Two atoms in the cell, each free to move in three directions, give six vibrations at every wave vector. If each atom moved alone on the same spring, the heavy atom's frequency would be lower than the light atom's by a factor equal to the square root of the mass ratio. In boron phosphide the difference in mass sorts the modes into three low ones, mainly phosphorus, and three high ones, mainly boron. Masses don't change with the wave vector, however, so what happens between X (phonon q row 1) and W (phonon q row 2) depends on how the forces between the moving atoms add up.

ABINIT 10.8.3, PBEsol with PseudoDojo v0.4.1 standard scalar-relativistic norm-conserving pseudopotentials: harmonic phonons of BP (F-43m, 2-atom cell relaxed at zero pressure). The plane-wave cutoff is 925 eV and the k mesh 4×4×4 with four shifts. These are usual working values, not converged limits, and the program did not impose the acoustic sum rule at these wave vectors; how far either shifts the frequencies was not tested. Phonon q row 1 is X (0.5, 0, 0.5) and row 2 is W (0.5, 0.25, 0.75), in units of the reciprocal lattice vectors.

| row | phonon q row (row) | phonon frequency (cm⁻¹) |
| --- | --- | --- |
| 1 | 1 | 306.9 |
| 2 | 1 | 306.9 |
| 3 | 1 | 529.3 |
| 4 | 1 | 719.3 |
| 5 | 1 | 719.3 |
| 6 | 1 | 792.7 |
| 7 | 2 | 364.6 |
| 8 | 2 | 409.6 |
| 9 | 2 | 438.7 |
| 10 | 2 | 674.0 |
| 11 | 2 | 718.6 |
| 12 | 2 | 787.8 |

The gap between the two groups is 190 cm⁻¹ at X and 235 cm⁻¹ at W. From X to W the lower group closes up, its spread falling from 222 to 74 cm⁻¹. The upper group does the opposite and widens from 73 to 114 cm⁻¹. The equal frequencies at X are transverse pairs required by symmetry; W has no such requirement, so its six distinct values are no sign of a distorted crystal.

**Why X looks as it does.** In the longitudinal modes at X, the pulls from the unlike neighbours ahead and behind cancel, and only one kind of atom moves. The frequency $\nu$ then follows $\nu\propto\sqrt{K/m}$, with spring $K$ and atomic mass $m$. Equal springs would put the boron mode 1.69 times above the phosphorus mode, but the computed ratio is 1.50. The phosphorus spring must therefore be about 1.28 times the boron spring. The assignment itself rests on mass: swapping the atoms would require springs differing more than sixfold.

That inequality is informative. Each P–B force acts on both partners, so together these forces give phosphorus and boron the same restoring spring, and tetrahedral symmetry makes it equal in all directions. Unequal springs must come from forces between like atoms, P–P and B–B. One standard source is the bond angle: two phosphorus atoms bonded to the same boron feel each other when that angle bends.

In the transverse modes both atoms move. The low combination mostly bends angles and the high one mostly stretches bonds, which adds to the effect of the unequal masses in setting 307 and 719 cm⁻¹ so far apart.

**Why W differs.** With forces between nearest neighbours only, the P–B coupling has the same strength at both points, and W would repeat the X spectrum. The change must come from more distant forces, and the first to try are those between each atom and its twelve nearest like atoms. Such a force adds to the spring only as far as the two atoms move differently. At X, eight of the twelve move opposite to the central atom and four move with it. At W, four move opposite and eight are a quarter cycle out of step.

Working this out direction by direction, and leaving out for now the sideways part of the force taken up below, gives a simple rule. At W, two directions take the average of the longitudinal and transverse springs at X, and the third keeps the transverse value. In the model used here, the longitudinal spring is the stiffer one for both atoms. The stiff extreme comes down while the soft one stays, so the springs lie closer together, and so do the low frequencies.

One mode can be worked by hand. For phosphorus at X the longitudinal spring is 511 N/m and the transverse one 289 N/m, the latter assumed equal for both atoms. Their average is 400 N/m, and in the model one phosphorus vibration at W feels this spring alone. Scaling from the longitudinal mode at X gives

$$529\ \text{cm}^{-1}\times\sqrt{400/511}\approx 468\ \text{cm}^{-1}.$$

Matched by order, as no eigenvectors are printed, the computed value is 439 cm⁻¹, which would make the estimate about 7 % too high; that match is not secure, as the next section shows. This W frequency played no part in setting the springs.

**How far the rule carries.** The full model takes its springs and its P–B coupling from the X frequencies and predicts all six at W; the output below lists them. Its typical (root-mean-square) miss is 33 cm⁻¹, against 63 cm⁻¹ if W simply repeated X. It accounts for about half of the narrowing of the lower group. It fails for the upper group, which it would narrow as well. The likely reason is the part left out: a sideways force between like atoms, by which moving one atom across the line of the pair pushes the other along it. It is allowed because no inversion centre lies midway between the two like atoms. The same is true in silicon, whose inversion centres sit at the midpoints of the bonds. It cancels at X, but at W it splits the two averaged directions into a stiffer and a softer circular motion. The simplest bond-bending force carries a sideways part as large as the part kept, and with it the vibration of one kind of atom alone is expected to feel the transverse spring rather than the average. For boron that gives $793\times\sqrt{289/400}\approx 673$ cm⁻¹, next to the lowest upper mode at 674 cm⁻¹, and the upper group would widen as it does in the table. For phosphorus it gives 398 cm⁻¹, nearer the 410 than the 439 cm⁻¹ mode. The program leaves this force out, and only eigenvectors could confirm these assignments.

**What to do about it.** A force model for boron phosphide should reach at least to the nearest like atoms, sideways part included, since X cannot see that part, and it should be checked at W as well as X. The sum of the squared frequencies is a poor check of range. It falls by only 2 % from X to W, which could suggest that distant forces are weak. In fact P–B forces drop out of the change, and the nearest like-atom forces contribute equally at both points. Nor is the gap at either point that of the whole phonon spectrum: the top of the lower group, at X, and the bottom of the upper group, at W, are already only 145 cm⁻¹ apart.

Silicon makes a useful comparison. Its two atoms are identical, so its two longitudinal modes coincide at X. In boron phosphide, unequal masses pull them apart, while the stiffer phosphorus spring takes back part of the separation.

Printed output of the fit:

```
Frequencies in 1/cm (X rows are input and W rows are predictions):
  row  computed  nearest neighbours only  with like-atom springs  model less computed
    1     306.9                    306.9                   306.9                    0
    2     306.9                    306.9                   306.9                    0
    3     529.3                    529.3                   529.3                    0
    4     719.3                    719.3                   719.3                    0
    5     719.3                    719.3                   719.3                    0
    6     792.7                    792.7                   792.7                    0
    7     364.6                    306.9                   324.7               -39.93
    8     409.6                    306.9                   380.4               -29.24
    9     438.7                    529.3                   468.2                29.49
   10       674                    719.3                   726.5                52.55
   11     718.6                    719.3                   735.4                16.83
   12     787.8                    792.7                   770.5               -17.29
Longitudinal frequency ratio at X, upper to lower: 1.498
Same ratio from the masses alone with equal springs: 1.693
Longitudinal spring at X if P moves in the lower mode, N/m: 511.2
Longitudinal spring at X if B moves in the upper mode, N/m: 400.2
Ratio of the P spring to the B spring: 1.277
Ratio of the P spring to the B spring if the assignment were reversed: 6.426
Transverse spring at X, taken equal for P and B, N/m: 288.7
Sum of squares at X, longitudinal pair over one transverse pair: 1.486
Change of the sum of all six squares from X to W, percent: -2.216
Gap between lower and upper group over both points, 1/cm: 144.7
Spread of the lower group at X, 1/cm: 222.4
Spread of the lower group at W, 1/cm: 74.1
Spread of the upper group at X, 1/cm: 73.4
Spread of the upper group at W, 1/cm: 113.8
Model spread of the lower group at W, 1/cm: 143.5
Model spread of the upper group at W, 1/cm: 43.96
Root-mean-square miss at W with nearest neighbours only, 1/cm: 63.46
Root-mean-square miss at W with like-atom springs, 1/cm: 33.32
```
